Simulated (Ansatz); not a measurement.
# Equation of state of BaO from a dense series

```
CELL_PARAMETERS angstrom
0.00000 2.75000 2.75000
2.75000 0.00000 2.75000
2.75000 2.75000 0.00000
ATOMIC_POSITIONS crystal
Ba 0.00000 0.00000 0.00000
O 0.50000 0.50000 0.50000
```

Atom numbers follow the list: Ba1, O2.

The cell comes from COD entry 5910030, which wasn't checked; take it as a given geometry. It differs from other determinations.

Spin–orbit coupling is left out, though it moves levels of the heavy atoms by tenths of an eV or more.

These are results of Ansatz 0.2.0, DFT, LDA, all-electron LAPW, scalar-relativistic, not measurements.

Numerical set-up: a Γ-centred 8×8×8 k mesh, Fermi–Dirac smearing of 0.02 eV, basis error target 0.5 meV/atom, no spin polarisation.

The cell is scaled evenly. Fractional coordinates are held (clamped ions).

```
V (Å³/atom)  P (GPa)
     19.549     2.35
     19.965     0.41
     20.173    -0.48
     20.381    -1.31
     20.589    -2.11
     20.797    -2.85
     21.005    -3.56
     21.213    -4.22
     21.421    -4.85
     21.629    -5.44
     22.045    -6.52
```

**Question.** Fit a third-order Birch–Murnaghan curve to the pressures.

**Answer.** P = (3B0/2)(y^(7/2) − y^(5/2))[1 + (3/4)(B0′ − 4)(y − 1)] with y = (V0/V)^(2/3) fits within 0.01 GPa for V0 = 20.060 Å³/atom, B0 = 85.9 GPa and B0′ = 4.62.

**Question.** Predict the pressure at the withheld volume, 19.559 Å³/atom.

**Answer.** There y = 1.0170, so the fit gives 2.30 GPa; the run gave 2.30 GPa.
